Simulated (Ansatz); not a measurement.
Zincblende AlAs, relaxed with r2SCAN in Ansatz 0.2.0: it is cubic, F-43m (No. 216); conventional cell a = 5.678 Å, 22.88 Å³ an atom. Around Al lie 4 As at 2.46 Å; around As lie 4 Al at 2.46 Å. The cell was then strained (x, y and z are the cube axes), with the atoms relaxed again; stress is positive in compression. The values are computed, spin-unpolarised, and not measurements.

- Uniaxial -1.0 % along z, other directions held: r2SCAN's stress changes by +1.18 GPa along the strain and +0.58 GPa across it.
- Isotropic -1.0 % on every length: the pressure changes by +2.44 GPa, and the HSE06 gap (Γ → X) goes from 2.093 to 2.042 eV.
- Epitaxial strain of -1.0 % in the (001) plane: the free normal strain is +0.94 % and the in-plane stress changes by +1.23 GPa.
- In that film r2SCAN's threefold valence top at Γ splits as 2+1 from the top, by 0.103 eV.

(1) Estimate C₁₁, C₁₂ and the bulk modulus from the uniaxial step.

(2) What bulk modulus does the isotropic step give?

(3) Give the volume deformation potential of that gap and its pressure coefficient.

(4) What do the film's normal strain and stress say about the elastic constants?

(5) How much elastic energy does the film store, with 22.88 Å³ an atom?

(6) Extract the shear deformation potential b.

## Answers

(1) With compression positive, C₁₁ ≈ −Δσ∥/ε = (-1.18)/(-0.0100) = 118 GPa and C₁₂ ≈ (-0.58)/(-0.0100) = 58 GPa; B = (C₁₁ + 2C₁₂)/3 = 78 GPa. A one-sided step carries third-order terms: it reads high by some per cent.

(2) Δ ln V = 3 ln(0.9900) = -0.0302, so B ≈ −ΔP/Δ ln V = 81 GPa, against 78 GPa from C₁₁ and C₁₂; one-sided steps of finite size carry third-order terms.

(3) a_V = ΔE_g/Δ ln V = (-0.051)/(-0.0302) = +1.69 eV; dE_g/dP = −a_V/B = -21 meV/GPa, with HSE06's gap and r2SCAN's modulus.

(4) ε⊥/ε∥ = (+0.0094)/(-0.0100) = -0.94, which linear elasticity sets to −2C₁₂/C₁₁ = -0.98 from the uniaxial step. The biaxial modulus is M = −Δσ/ε∥ = 123 GPa (C₁₁ + C₁₂ − 2C₁₂²/C₁₁ = 119 GPa).

(5) u = M ε∥² = −Δσ ε∥ = -1.23 × (-0.0100) = 0.0123 GPa, and 1 GPa Å³ is 6.2415 meV: 1.76 meV an atom. The total energies of the two runs differ by 1.75 meV an atom.

(6) Without spin-orbit coupling the splitting is 3|b| |ε_zz − ε_xx| = 3|b| × 0.0194, so |b| = 0.103/0.0582 = 1.77 eV.

The runs are scalar-relativistic, without spin-orbit coupling.

Where an edge lies off the special points, it is a point of the mesh or the k point where a search put PBE's edge or least direct gap, reused for the other functionals, whose own edges may lie a little apart.

The meshes of the hybrids are coarse, so their gaps aren't converged to the digits shown.
